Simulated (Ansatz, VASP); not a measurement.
**B: VASP beside Ansatz**

File INCAR:

```
ALGO = Normal ; EDIFF = 1E-7
ENCUT = 520 ; ISIF = 2
ISMEAR = -1 ; LASPH = T
LCHARG = F ; LREAL = F
LWAVE = F ; NBANDS = 14
NELM = 100 ; PREC = Accurate
SIGMA = 0.1
```

Contents of KPOINTS:

```
k-points
0
Gamma
  24 24 3
```

Contents of POSCAR:

```
B
1.0
    1.6497275875      0.0000000000      0.0000000000
   -0.8248637938      1.4287060001      0.0000000000
    0.0000000000      0.0000000000     13.4921291305
B
4
Direct
    0.0000000000      1.0000000000      0.0000000000
    0.0000000000      0.0000000000      0.5000000000
    0.3333333333      0.6666666667      0.2500000000
    0.6666666667      0.3333333333      0.7500000000
```

Input for Ansatz:

```yaml
crystal:
  lattice:
    - [1.6497275875, 0.0, 0.0]
    - [-0.8248637938, 1.4287060001, 0.0]
    - [0.0, 0.0, 13.4921291305]
  atoms:
    - { symbol: B, position: [0.0, 1.0, 0.0] }
    - { symbol: B, position: [0.0, 0.0, 0.5] }
    - { symbol: B, position: [0.3333333333, 0.6666666667, 0.25] }
    - { symbol: B, position: [0.6666666667, 0.3333333333, 0.75] }
hamiltonian:
  xc: lda
  pseudopotentials:
    kind: paw
    azcp:
      B: "pseudopotentials/B.paw.azcp"
basis:
  ecutwfc: 420
  fft_grid_basis: typed
kpoints:
  mp_grid: { grid: [24, 24, 3], shift: [0, 0, 0] }
magnetization:
  spin_polarized: false
scf:
  occupations: { method: fermi_dirac, width: 0.1 }
  lower_state_search: "off"
output:
  stress: true
```

Alike in both runs: task single point; functional LDA; k mesh 24 × 24 × 3; occupations fermi-dirac, width 0.1 eV; no spin polarisation.

|  | VASP | Ansatz |
| --- | --- | --- |
| version | VASP 6.6.1 | Ansatz 0.2.0 |
| potentials or method | VASP PAW LDA potentials, release 64 (B) | plane waves (420 eV) with PAW, scalar-relativistic |
| plane-wave cutoff (eV) | 520 | 420 |
| valence electrons in the cell | 12 | 12 |

```csv
,VASP,Ansatz,Ansatz less VASP
pressure (GPa),18.9,18.8,-0.12
largest component of the traceless stress (GPa),18.81,18.54,-0.264
```

Ansatz warned: «pseudo_functional_mismatch».

Caveats: so large a pressure means that the cell lies far from this level's equilibrium, or that cutoff or potentials fall short (VASP).
